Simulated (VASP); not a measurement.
# AlN (P6_3mc) in VASP: notebook, part 2 of 2

VASP 6.6.1. Earlier steps stand in the parts before.

**4. Single point, PBE**

The input, INCAR:

```
  PREC = Accurate
  ENCUT = 520
  EDIFF = 1E-6
  ISMEAR = 0
  SIGMA = 0.02
  LREAL = F
  LASPH = T
  NELM = 100
  ALGO = Normal
  ISIF = 2
  LWAVE = F
  LCHARG = F
  GGA = PE
  NBANDS = 16
```

The input, KPOINTS:

```
regular mesh
0
Gamma
  9 9 6
```

The input, POSCAR:

```
AlN
1.0
    3.1302455680      0.0000000000      0.0000000000
   -1.5651227840      2.7108721819      0.0000000000
    0.0000000000      0.0000000000      5.0179604227
Al N
2 2
Direct
    0.3333333333      0.6666666667     -0.0007713538
    0.6666666667      0.3333333333      0.4992286462
    0.3333333333      0.6666666667      0.3807713538
    0.6666666667      0.3333333333      0.8807713538
```

Potentials or basis: VASP PAW PBE potentials, release 64 (Al, N).

Command:

```sh
$ cat potpaw_PBE.64/Al/POTCAR potpaw_PBE.64/N/POTCAR > POTCAR
$ mpirun -np 1 vasp_std > vasp.out
```

OUTCAR:

```text
PREC = Accurate
   ENCUT = 520
   EDIFF = 1E-6
   ISMEAR = 0
   LREAL = F
   LASPH = T
   NELM = 100
   ISIF = 2
   GGA = PE

 ion  position               nearest neighbor table
   1  0.333  0.667  0.999-   4 1.90   4 1.90   4 1.90   3 1.91   2 3.09   2 3.09   2 3.09   2 3.09
                             2 3.09   2 3.09
   2  0.667  0.333  0.499-   3 1.90   3 1.90   3 1.90   4 1.91   1 3.09   1 3.09   1 3.09   1 3.09
                             1 3.09   1 3.09
   3  0.333  0.667  0.381-   2 1.90   2 1.90   2 1.90   1 1.91
   4  0.667  0.333  0.881-   1 1.90   1 1.90   1 1.90   2 1.91

  LATTYP: Found a hexagonal cell.
 ALAT       =     3.1302455680
 C/A-ratio  =     1.6030564739

  Lattice vectors:

 A1 = (   3.1302455680,   0.0000000000,   0.0000000000)
 A2 = (  -1.5651227840,   2.7108721819,   0.0000000000)
 A3 = (   0.0000000000,   0.0000000000,   5.0179604227)

Analysis of symmetry for initial positions (statically):
=====================================================================
 Subroutine PRICEL returns:
 Original cell was already a primitive cell.

[... 180 lines left out ...]
 cond. band min:      10.0074356204   @ k =   0.0000   0.0000   0.0000
 fundamental gap:      4.0431585764
 Fermi energy:         6.1336047669

 k-point     1 :       0.0000    0.0000    0.0000
  band No.  band energies     occupation
      1      -9.1032      2.00000
      2      -7.0205      2.00000
      3       0.0589      2.00000
      4       5.1188      2.00000
      5       5.1188      2.00000
      6       5.7614      2.00000
[... 433 lines left out ...]
      3       1.3512      2.00000
      4       1.8327      2.00000
      5       1.8327      2.00000
      6       3.3226      2.00000
[... 8 lines left out ...]
     15      18.9136      0.00000
     16      20.7953      0.00000

 [... further k-points ...]

------------------------ aborting loop because EDIFF is reached ----------------------------------------

  FORCE on cell =-STRESS in cart. coord.  units (eV):
  Direction    XX          YY          ZZ          XY          YZ          ZX
  --------------------------------------------------------------------------------------
  -------------------------------------------------------------------------------------
  Total       -0.0732373     -0.0732373     -0.0558887      0.0000000     -0.0000000      0.0000000
  in kB       -2.7556781     -2.7556781     -2.1029055      0.0000000     -0.0000000      0.0000000
  external PRESSURE =      -2.5380873 kB  Pullay stress =       0.0000000 kB

 VOLUME and BASIS-vectors are now :
 -----------------------------------------------------------------------------
  energy-cutoff  :      520.00
  volume of cell :       42.58
      direct lattice vectors                 reciprocal lattice vectors
     3.130245568  0.000000000  0.000000000     0.319463754  0.184442484  0.000000000
    -1.565122784  2.710872182  0.000000000     0.000000000  0.368884969  0.000000000
     0.000000000  0.000000000  5.017960423     0.000000000  0.000000000  0.199284154

 POSITION                                       TOTAL-FORCE (eV/Angst)
 -----------------------------------------------------------------------------------
     -0.00000      1.80725      5.01409         0.000000     -0.000000      0.000637
      1.56512      0.90362      2.50511        -0.000000      0.000000      0.000637
     -0.00000      1.80725      1.91070         0.000000     -0.000000     -0.000637
      1.56512      0.90362      4.41968        -0.000000      0.000000     -0.000637
 -----------------------------------------------------------------------------------
    total drift:                               -0.000000     -0.000000      0.000504

  FREE ENERGIE OF THE ION-ELECTRON SYSTEM (eV)
  ---------------------------------------------------
  free  energy   TOTEN  =       -29.7804869341 eV

  energy  without entropy=      -29.7804869341  energy(sigma->0) =      -29.78048693
```

OSZICAR:

```text
N       E                     dE             d eps       ncg     rms          rms(c)
DAV:   1     0.420684706502E+02    0.42068E+02   -0.72926E+03  1536   0.891E+02
DAV:   2    -0.308038108229E+02   -0.72872E+02   -0.67023E+02  2144   0.186E+02
DAV:   3    -0.344338916452E+02   -0.36301E+01   -0.36201E+01  1904   0.431E+01
DAV:   4    -0.344564635940E+02   -0.22572E-01   -0.22570E-01  1936   0.384E+00
DAV:   5    -0.344567573574E+02   -0.29376E-03   -0.29376E-03  1864   0.442E-01    0.121E+01
DAV:   6    -0.297653931876E+02    0.46914E+01   -0.10676E+01  1840   0.236E+01    0.411E+00
DAV:   7    -0.297922738063E+02   -0.26881E-01   -0.65889E-01  1640   0.571E+00    0.292E+00
DAV:   8    -0.297851863369E+02    0.70875E-02   -0.62280E-02  1712   0.230E+00    0.621E-01
DAV:   9    -0.297799243518E+02    0.52620E-02   -0.12481E-02  2016   0.825E-01    0.252E-01
DAV:  10    -0.297805724164E+02   -0.64806E-03   -0.24329E-03  1648   0.307E-01    0.137E-01
DAV:  11    -0.297804838892E+02    0.88527E-04   -0.18694E-04  1744   0.105E-01    0.344E-02
DAV:  12    -0.297804871132E+02   -0.32240E-05   -0.12583E-05  1688   0.283E-02    0.722E-03
DAV:  13    -0.297804869341E+02    0.17902E-06   -0.45571E-06  1824   0.163E-02
   1 F= -.29780487E+02 E0= -.29780487E+02  d E =-.172077E-35
```

stdout:

```text
POSCAR found type information on POSCAR AlN
 POSCAR found :  2 types and       4 ions
 scaLAPACK will be used
 LDA part: xc-table for (Slater+PW92), standard interpolation
 POSCAR, INCAR and KPOINTS ok, starting setup
 FFT: planning ... GRIDC
 FFT: planning ... GRID_SOFT
 FFT: planning ... GRID
 WAVECAR not read
 entering main loop
```

Run time: 10 s. Hardware: 1 thread of Intel Xeon 6975P-C (Granite Rapids), shared host; peak memory 0.16 GiB.

What came out:

```yaml
Free_energy: -29.7805 eV
Pressure: -0.3 GPa
Band_gap_on_the_k_mesh: 4.04 eV, direct
```

**5. Comparison with measurements**

Step 2. A measured gap of AlN is 6.034 eV (an exciton energy, a little under the gap; 10 K; quoted in “Self-assembly of well-separated AlN nanowires directly on sputtered metallic TiN films”, 2019, arxiv:1910.07391); the calculated 4.04 eV misses it by -1.99 eV. 2 values of this kind are on record (6.034 to 6.0343 eV); this one was drawn at random. The value is that of PBE, without temperature or zero-point motion. Semilocal functionals fall short of measured gaps as a rule.

Step 4. A measured gap of AlN is 6.0343 eV (an exciton energy, a little under the gap; 0 K; quoted in “Structural and optical properties of self-assembled AlN nanowires grown on SiO2/Si substrates by molecular beam epitaxy”, 2024, arxiv:2402.00216); the calculated 4.04 eV misses it by -1.99 eV. 2 values of this kind are on record (6.034 to 6.0343 eV); this one was drawn at random. The value is that of PBE, without temperature or zero-point motion. Semilocal functionals fall short of measured gaps as a rule.
